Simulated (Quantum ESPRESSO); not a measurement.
A calculation with Quantum ESPRESSO 7.5 of Rh (ASE script, structure from a POSCAR):

The input run.py:

```python
import numpy as np
from ase.calculators.espresso import Espresso, EspressoProfile
from ase.io import read

atoms = read('POSCAR')

input_data = {
    'control': {'calculation': 'scf', 'prefix': 'pwscf', 'outdir': './tmp', 'tprnfor': True, 'tstress': True, 'disk_io': 'nowf'},
    'system': {'ecutwfc': 45.0, 'ecutrho': 360.0, 'nbnd': 22, 'occupations': 'smearing', 'smearing': 'fd', 'degauss': 0.00367493},
    'electrons': {'conv_thr': 4e-10, 'electron_maxstep': 120, 'mixing_beta': 0.5},
}
pseudopotentials = {'Rh': 'rh_pbesol_v1.4.uspp.F.UPF'}
profile = EspressoProfile(command='mpirun -n 2 pw.x -nk 2', pseudo_dir='pseudo')
dft = Espresso(profile=profile, input_data=input_data, pseudopotentials=pseudopotentials, kpts=(11, 11, 6), koffset=(0, 0, 0))
atoms.calc = dft

print(f'energy {atoms.get_potential_energy():.8f} eV')
print('forces (eV/A)')
print(np.round(atoms.get_forces(), 6))
print('stress (eV/A^3, Voigt)')
print(np.round(atoms.get_stress(), 8))
print(f'Fermi level {dft.get_fermi_level():.4f} eV')
```

POSCAR

```
Rh
1.0
    2.7309790422      0.0000000000      0.0000000000
   -1.3654895211      2.3650972278      0.0000000000
    0.0000000000      0.0000000000      4.4284890000
Rh
2
Direct
    0.3333333333      0.6666666667      0.2500000000
    0.6666666667      0.3333333333      0.7500000000
```

Potentials or basis: GBRV 1.5 PBEsol.

Command:

```sh
$ OMP_NUM_THREADS=1 python run.py
```

This isn't the form of Rh at room conditions, which is fcc.

Question: Write the same calculation in another form: native input, structure typed inline.

Answer: As run:

The input pw.in:

```
&CONTROL
  calculation = 'scf'
  prefix = 'pwscf'
  outdir = './tmp'
  pseudo_dir = './pseudo'
  tprnfor = .true.
  tstress = .true.
  disk_io = 'low'
/
&SYSTEM
  ibrav = 0
  celldm(1) = 8
  nat = 2
  ntyp = 1
  ecutwfc = 45
  ecutrho = 360
  nbnd = 22
  occupations = 'smearing'
  smearing = 'fd'
  degauss = 0.00367493
/
&ELECTRONS
  conv_thr = 4d-10
  electron_maxstep = 120
  mixing_beta = 0.5
/
ATOMIC_SPECIES
Rh   102.9055 rh_pbesol_v1.4.uspp.F.UPF
CELL_PARAMETERS alat
  0.6451003052314   0.0000000000000   0.0000000000000
 -0.3225501526157   0.5586732523317   0.0000000000000
  0.0000000000000   0.0000000000000   1.0460789194897
ATOMIC_POSITIONS crystal
Rh     0.3333333333    0.6666666667    0.2500000000
Rh     0.6666666667    0.3333333333    0.7500000000
K_POINTS automatic
11 11 6 0 0 0
```

File pp_density.in:

```
&INPUTPP
  prefix = 'pwscf'
  outdir = './tmp'
  filplot = 'density.dat'
  plot_num = 0
/
&PLOT
  nfile = 1
  filepp(1) = 'density.dat'
  iflag = 3
  output_format = 6
  fileout = 'density.cube'
/
```

Contents of pp_potential.in:

```
&INPUTPP
  prefix = 'pwscf'
  outdir = './tmp'
  filplot = 'potential.dat'
  plot_num = 11
/
&PLOT
  nfile = 1
  filepp(1) = 'potential.dat'
  iflag = 3
  output_format = 6
  fileout = 'potential.cube'
/
```

Potentials or basis: GBRV 1.5 PBEsol.

The run is started by

```console
$ OMP_NUM_THREADS=1 mpirun -n 2 pw.x -nk 2 -in pw.in > pw.out
$ OMP_NUM_THREADS=1 mpirun -n 1 pp.x -in pp_density.in > pp_density.out
$ OMP_NUM_THREADS=1 mpirun -n 1 pp.x -in pp_potential.in > pp_potential.out
```

Both were run:

|  | ASE script, structure from a POSCAR | native input, structure typed inline |
| --- | --- | --- |
| Pressure | -13.2 GPa | -13.2 GPa |
| Band gap on the k mesh | none (metal or under the smearing width) | none (metal or under the smearing width) |

Keys that steer only the numerical path or the files written may differ.
